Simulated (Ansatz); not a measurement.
# Tin, simple cubic under revPBE: ground state and equation of state, part 1 of 2

What does revPBE give for tin in the simple cubic structure? We relax it, solve it on a dense k-mesh, then scale the cell to 7 volumes from 88 to 112 % of the relaxed one and try a fit of the equation of state. Spin polarisation is left out. The k-meshes are 10×10×10 for the relaxation; 17×17×17 for the dense run; 11×11×11 for the volumes.

Computed with Ansatz 0.2.0 (DFT revPBE, plane waves (420 eV) with PAW, scalar-relativistic; the PAW data stem from PBE, with regenerated cores, unless a step says otherwise).

**1. The starting structure**

The structure is cubic, space group Pm-3m (No. 221). The conventional cell has a = 3.117 Å, b = 3.117 Å, c = 3.117 Å, α = 90.00°, β = 90.00°, γ = 90.00°. Around Sn (site symmetry m-3m) lie 6 Sn at 3.12 Å.

Coordinates:

```xyz
1
Lattice="3.1168 0.0000 0.0000 0.0000 3.1168 0.0000 0.0000 0.0000 3.1168" Properties=species:S:1:pos:R:3 pbc="T T T"
Sn    0.0000    0.0000    0.0000
```

**2. Geometry optimisation**

File input.yaml:

```yaml
crystal:
  lattice:
    - [3.11678992, 0.0, 0.0]
    - [0.0, 3.11678992, 0.0]
    - [0.0, 0.0, 3.11678992]
  atoms:
    - { symbol: Sn, position: [0.0, 0.0, 0.0] }
hamiltonian:
  xc: revpbe
  pseudopotentials:
    kind: paw
    azcp:
      Sn: "pseudopotentials/Sn.paw.azcp"
basis:
  ecutwfc: 420
  fft_grid_basis: typed
kpoints:
  mp_grid: { grid: [10, 10, 10], shift: [0, 0, 0] }
magnetization:
  spin_polarized: false
scf:
  occupations: { method: fermi_dirac, width: 0.1 }
relax:
  max_steps: 60
  f_tol: 0.01
  cell: {}
```

The program printed, shortened:

```text
Warning: RAYON_NUM_THREADS=2 ignored (pool sized by the plan → 2); use --threads N
[...]
Pseudopotentials: kind: paw
Pseudopotential: Sn, paw, valence charge 14, recommended cutoff 420 eV (normal), <dir>
Functional definition: revPBE
[...]
Crystal: 1 atoms, lattice volume = 30.278 Å³
Basis set: ecut = 420 eV, 619 PW (Γ), exchange–correlation on 48×48×48 points (8 copies of the dense FFT grid, shifted against one another)
Bands: 11, of which v1, the nominal top of the filled ones, is band 7 counted from 1 (6 counted from 0)
Symmetry: 48 space group operations
Space group: Pm-3m (ITA 221), of the structure as read, at distance tolerance 3.1e-5 Å
k-points: 56 of 1000
[...]
SCF iter   1: F=—  HF=-6030.253514 eV  |F-HF|=—  |Δ(HF+E_count)|=         —  Δρ=2.14e-3  dr2=7.19e-4  ethr=1.77e-3  ⟨swp⟩=5.1  Hψ=3697  notcnv=0
[...]
relax step   1: F+E_penalty+E_count = -6030.25276913 eV  Δ(F+E_penalty+E_count) = +0.000e0 eV  max|allowed force component| = 0.000e0 eV/Å  Δτ_max = 0.0000 Å  P = -0.456 GPa  Ω = 30.278 Å³  (6 SCF iters, dr2 threshold 1.00e-7 eV, accepted)
[...]
relax step   3: F+E_penalty+E_count = -6030.25329100 eV  Δ(F+E_penalty+E_count) = +6.274e-7 eV  max|allowed force component| = 0.000e0 eV/Å  Δτ_max = 0.0000 Å  P = -0.001 GPa  Ω = 29.957 Å³  energy of the carried Pulay correction = +5.972e-5 eV  (3 SCF iters, dr2 threshold 7.85e-9 eV, accepted)
[...]
relax step   4: F+E_penalty+E_count = -6030.25323009 eV  Δ(F+E_penalty+E_count) = +6.091e-5 eV  max|allowed force component| = 0.000e0 eV/Å  Δτ_max = 0.0000 Å  P = -0.001 GPa  Ω = 29.957 Å³  stress off target by 1.47e-3 GPa  SCF on the basis re-selected at this cell (its energy is not [...]
SCF converged after 4 iterations
Free energy (F): -6030.253230 eV
[...]
E sigma→0 (E₀):  -6030.245932 eV
Entropy (-TS):   -0.014595 eV (-14.595 meV/atom)
Fermi energy:    9.314622 eV
[...]
--- Forces (eV/Å), atoms counted from 1 ---
  atom   1  Sn    -0.00000000    -0.00000000     0.00000000
[...]
--- Stress (GPa, compression-positive) ---
       -0.001466       0.000000      -0.000000
        0.000000      -0.001466       0.000000
       -0.000000       0.000000      -0.001466
  P = ⅓ Tr σ = -0.0015 GPa (-0.015 kbar)
--- Relaxed structure (3 steps of the walk, 3 accepted, 1 SCFs on fresh bases) ---
  F+E_penalty+E_count = -6030.25323009 eV   max|allowed force component| = 0.000e0 eV/Å   (the final SCF, on the basis selected at the relaxed cell)
  cell:  # Å, volume = 29.9570 Å³
    - [3.1057489399394815, 1.0753108856162066e-33, 3.209883240645393e-35]
    - [1.0753108856162066e-33, 3.1057489399394815, 0.0]
    - [3.209883240645393e-35, 0.0, 3.1057489399394815]
  atoms:
    - { symbol: Sn, position: [0.0, 0.0, 0.0] }
```

It took 2 s on 2 threads of an Arm CPU, shared host; peak memory 0.29 GiB.

Relaxation path:

| step | energy change (meV/atom) | largest force (eV/Å) | pressure (GPa) | volume (Å³/atom) |
| --- | --- | --- | --- | --- |
| 1 | 0.00 | 0.0000 | -0.46 | 30.278 |
| 2 | -0.52 | 0.0000 | 0.06 | 29.918 |
| 3 | -0.52 | 0.0000 | 0.00 | 29.957 |
| 4 | -0.46 | 0.0000 | 0.00 | 29.957 |

Steps that repeat a cell are solved on a basis chosen anew, so their changes of energy are no gain of the relaxation.

The cell of the run, before and after:

|  | before | after | change |
| --- | --- | --- | --- |
| a (Å) | 3.117 | 3.106 | -0.4 % |
| b (Å) | 3.117 | 3.106 | -0.4 % |
| c (Å) | 3.117 | 3.106 | -0.4 % |
| volume (Å³/atom) | 30.278 | 29.957 | -1.1 % |
| shortest distance (Å) | 3.117 | 3.106 | -0.4 % |
| space group (spins left aside) | Pm-3m | Pm-3m | same |

**3. Single point on a dense mesh**

File input.yaml:

```yaml
crystal:
  lattice:
    - [3.1057489399, 0.0, 0.0]
    - [0.0, 3.1057489399, 0.0]
    - [0.0, 0.0, 3.1057489399]
  atoms:
    - { symbol: Sn, position: [0.0, 0.0, 0.0] }
hamiltonian:
  xc: revpbe
  pseudopotentials:
    kind: paw
    azcp:
      Sn: "pseudopotentials/Sn.paw.azcp"
basis:
  ecutwfc: 420
  fft_grid_basis: typed
kpoints:
  mp_grid: { grid: [17, 17, 17], shift: [0, 0, 0] }
magnetization:
  spin_polarized: false
scf:
  occupations: { method: fermi_dirac, width: 0.1 }
```

The program printed, shortened:

```text
Warning: RAYON_NUM_THREADS=2 ignored (pool sized by the plan → 2); use --threads N
[...]
Pseudopotentials: kind: paw
Pseudopotential: Sn, paw, valence charge 14, recommended cutoff 420 eV (normal), <dir>
Functional definition: revPBE
[...]
Crystal: 1 atoms, lattice volume = 29.957 Å³
Basis set: ecut = 420 eV, 587 PW (Γ)
Bands: 11, of which v1, the nominal top of the filled ones, is band 7 counted from 1 (6 counted from 0)
Symmetry: 48 space group operations
Space group: Pm-3m (ITA 221), of the structure as read, at distance tolerance 3.1e-5 Å
k-points: 165 of 4913
[...]
SCF iter   1: F=—  HF=-6030.233303 eV  |F-HF|=—  |Δ(HF+E_count)|=         —  Δρ=2.02e-3  dr2=6.54e-4  ethr=1.77e-3  ⟨swp⟩=5.0  Hψ=10830  notcnv=0
[...]
SCF iter   6: F=-6030.232559 eV  HF=-6030.232559 eV  |F-HF|=4.73e-11  |Δ(HF+E_count)|=   3.20e-9  Δρ=4.74e-7  dr2=4.08e-11  ethr=3.74e-11  ⟨swp⟩=1.0  Hψ=5422  notcnv=0
[...]
SCF converged after 6 iterations
Free energy (F): -6030.232559 eV
[...]
E sigma→0 (E₀):  -6030.222668 eV
Entropy (-TS):   -0.019783 eV (-19.783 meV/atom)
Fermi energy:    9.330984 eV
[...]
```

Run time: 1.3 s. Hardware: 2 threads of an Arm CPU, shared host; peak memory 0.31 GiB.

**4. Volume × 0.88**

File input.yaml:

```yaml
crystal:
  lattice:
    - [2.9761894284, 0.0, 0.0]
    - [0.0, 2.9761894284, 0.0]
    - [0.0, 0.0, 2.9761894284]
  atoms:
    - { symbol: Sn, position: [0.0, 0.0, 0.0] }
hamiltonian:
  xc: revpbe
  pseudopotentials:
    kind: paw
    azcp:
      Sn: "pseudopotentials/Sn.paw.azcp"
basis:
  ecutwfc: 420
  fft_grid_basis: typed
kpoints:
  mp_grid: { grid: [11, 11, 11], shift: [0, 0, 0] }
magnetization:
  spin_polarized: false
scf:
  occupations: { method: fermi_dirac, width: 0.1 }
  lower_state_search: "off"
output:
  stress: true
  write_density: true
  write_potential: true
  elf: true
  volumetric_format: npy
```

The program printed, shortened:

```text
Warning: RAYON_NUM_THREADS=2 ignored (pool sized by the plan → 2); use --threads N
[...]
Pseudopotentials: kind: paw
Pseudopotential: Sn, paw, valence charge 14, recommended cutoff 420 eV (normal), <dir>
Functional definition: revPBE
[...]
Crystal: 1 atoms, lattice volume = 26.362 Å³
Basis set: ecut = 420 eV, 485 PW (Γ)
Bands: 11, of which v1, the nominal top of the filled ones, is band 7 counted from 1 (6 counted from 0)
Symmetry: 48 space group operations
Space group: Pm-3m (ITA 221), of the structure as read, at distance tolerance 3.0e-5 Å
k-points: 56 of 1331
[...]
SCF iter   1: F=—  HF=-6030.140711 eV  |F-HF|=—  |Δ(HF+E_count)|=         —  Δρ=2.31e-3  dr2=8.96e-4  ethr=1.77e-3  ⟨swp⟩=5.0  Hψ=3622  notcnv=0
[...]
SCF iter   6: F=-6030.140094 eV  HF=-6030.140094 eV  |F-HF|=8.05e-10  |Δ(HF+E_count)|=   1.87e-8  Δρ=2.53e-6  dr2=7.62e-10  ethr=2.24e-10  ⟨swp⟩=5.2  Hψ=3182  notcnv=0
the search or the solves at the SCF's close seem to have found levels that the self-consistency loop had missed (the run counts 1). By its estimate they hold under 1e-12 electrons; where the run keeps them, the occupations were computed again with them
[...]
SCF converged after 6 iterations
Free energy (F): -6030.140094 eV
[...]
E sigma→0 (E₀):  -6030.129378 eV
Entropy (-TS):   -0.021430 eV (-21.430 meV/atom)
Fermi energy:    11.080752 eV
[...]
--- Stress (GPa, compression-positive) ---
        8.021553       0.000000       0.000000
        0.000000       8.021553       0.000000
        0.000000       0.000000       8.021553
  P = ⅓ Tr σ = 8.0216 GPa (80.216 kbar)
--- Band table (eV; the first three rows and the last of 56) ---
  k-point 0: bands = ["-10.6007", "-10.6007", "-10.1014", "-10.1014", "-10.1014", "-0.2020", "16.8935", "16.8935", "16.8935", "20.1595", "20.1595"]
[...]
```

Wall time 0.71 s (2 threads of an Arm CPU, shared host); peak memory 0.27 GiB.

Density in a lattice plane of the grid's cell (edges 2.98 and 2.98 Å, at 0.000 of the third edge), which holds Sn.

Ten even steps from ' ' (0.08 e/Å³) to '@' (16.62 e/Å³):
```
%%##**==::..                          ..::==**##
**++==--::..                          ..::--==++
==----::..                              ..::----
::......                                  ......
..                                              
                                                
                                                
                                                
                                                
                                                
                                                
                                                
                                                
                                                
..                                              
::......                                  ......
==----::..                              ..::----
**++==--::..                          ..::--==++
%%##**==::..                          ..::==**##
@@%%##++--....                      ....--++##%%
```
Columns run along the first of these edges and rows up along the second, over one cell in 24 and 20 even steps from the bottom left corner. Atoms in the plane (fractional): Sn at (0.00, 0.00).

ELF in the same plane.

Values, 12 rows by 12 columns:
```
0.01 0.02 0.12 0.27 0.33 0.42 0.49 0.42 0.33 0.27 0.12 0.02
0.08 0.12 0.22 0.31 0.34 0.42 0.46 0.42 0.34 0.31 0.22 0.12
0.25 0.27 0.31 0.33 0.36 0.39 0.39 0.39 0.36 0.33 0.31 0.27
0.33 0.33 0.34 0.36 0.37 0.32 0.29 0.32 0.37 0.36 0.34 0.33
0.42 0.42 0.42 0.39 0.32 0.23 0.20 0.23 0.32 0.39 0.42 0.42
0.50 0.49 0.46 0.39 0.29 0.20 0.16 0.20 0.29 0.39 0.46 0.49
0.42 0.42 0.42 0.39 0.32 0.23 0.20 0.23 0.32 0.39 0.42 0.42
0.33 0.33 0.34 0.36 0.37 0.32 0.29 0.32 0.37 0.36 0.34 0.33
0.25 0.27 0.31 0.33 0.36 0.39 0.39 0.39 0.36 0.33 0.31 0.27
0.08 0.12 0.22 0.31 0.34 0.42 0.46 0.42 0.34 0.31 0.22 0.12
0.01 0.02 0.12 0.27 0.33 0.42 0.49 0.42 0.33 0.27 0.12 0.02
0.00 0.01 0.08 0.25 0.33 0.42 0.50 0.42 0.33 0.25 0.08 0.01
```
Columns run along the first of these edges and rows up along the second, over one cell in 12 and 12 even steps from the bottom left corner. Atoms in the plane (fractional): Sn at (0.00, 0.00).

Both are smooth fields of the valence electrons: close to the nuclei they are not physical.

Outside the cores ELF peaks at 0.50 on the Sn–Sn line, 1.4 Å from Sn.

(Continued in part 2 of 2.)
